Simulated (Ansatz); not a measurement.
# Si: a slab and its surfaces, (110), 3 layers

What do the surfaces of Si (110), 3 layers cost, and how tightly do they hold an electron? Methods of the runs shown: LAPW. Companion runs by PAW are cited. Its runs: bulk in the slab's orientation (LAPW); the reference run (LAPW); atoms relaxed (LAPW); vacuum of 7 Å (LAPW).

Program: Ansatz 0.2.0. Level of theory: DFT, LDA, all-electron LAPW, scalar-relativistic. These are calculated values, not measurements.

**1. The starting structure**

Symmetry: Fd-3m, No. 227, cubic system. Conventional cell: a = 5.402 Å, b = 5.402 Å, c = 5.402 Å, α = 90.00°, β = 90.00°, γ = 90.00°. Si (site symmetry -43m) is surrounded by 4 Si at 2.34 Å.

Structure file:

```xyz
4
Lattice="-2.7010 2.7010 0.0000 0.0000 0.0000 5.4019 2.7010 2.7010 0.0000" Properties=species:S:1:pos:R:3 pbc="T T T"
Si   -0.6752    2.0257    2.0257
Si    2.0257    2.0257    4.7267
Si    0.6752    0.6752    0.6752
Si    0.6752    3.3762    3.3762
```

Atoms are numbered in the order of the input: Si1, Si2, Si3, Si4.

**2. Bulk in the slab's orientation, LAPW**

input.yaml

```yaml
crystal:
  lattice:
    - [-2.7009664875, 2.7009664875, 0.0]
    - [0.0, 0.0, 5.401932975]
    - [2.7009664875, 2.7009664875, 0.0]
  atoms:
    - { symbol: Si, position: [0.5, 0.375, 0.25] }
    - { symbol: Si, position: [0.0, 0.875, 0.75] }
    - { symbol: Si, position: [0.0, 0.125, 0.25] }
    - { symbol: Si, position: [0.5, 0.625, 0.75] }
kpoints:
  mp_grid: { grid: [7, 5, 7] }
scf:
  occupations: { method: fermi_dirac, width: 0.02 }
hamiltonian:
  xc: lda
  pseudopotentials: { kind: all_electron, lapw: { basis_error: 0.001 } }
output:
  forces: true
  stress: true
  eigenvalues: true
```

On the command line:

```console
> ansatz run input.yaml --threads 2 --pin off --max-ram 4096MiB --backend cpu --events-out ev --progress --plain --runs-dir out
```

Further steps of the session: Slab as cut, LAPW; Atoms relaxed, LAPW; Vacuum of 7 Å, LAPW.

Before running it: what results should come out? Wanted: surface energy; work function; outer layer spacing (for each run or level that gives them).

As calculated:

| quantity | value |
| --- | --- |
| surface energy (LAPW, relaxed) | 1.74 J/m² |
| work function (LAPW, relaxed) | 5.03 eV |
| outer layer spacing (LAPW) | 1.91 → 1.83 Å |
| surface energy (PAW, relaxed) | 1.74 J/m² |
| work function (PAW, relaxed) | 5.02 eV |
| outer layer spacing (PAW) | 1.91 → 1.83 Å |

What this shows: By LAPW the surface costs 1.78 J/m² as cut and 1.74 J/m² relaxed. The outermost spacing changes by -4.1 % (LAPW). Vacuum of 7 Å moves the work function by -0.12 eV (LAPW). The outermost spacing changes by -4.1 % (PAW). Vacuum of 7 Å moves the work function by -0.15 eV (PAW). Thickness wasn't converged, and no reconstruction was sought. The program warned that the vacuum holds more density than its bound, so energies and levels may be slightly off.
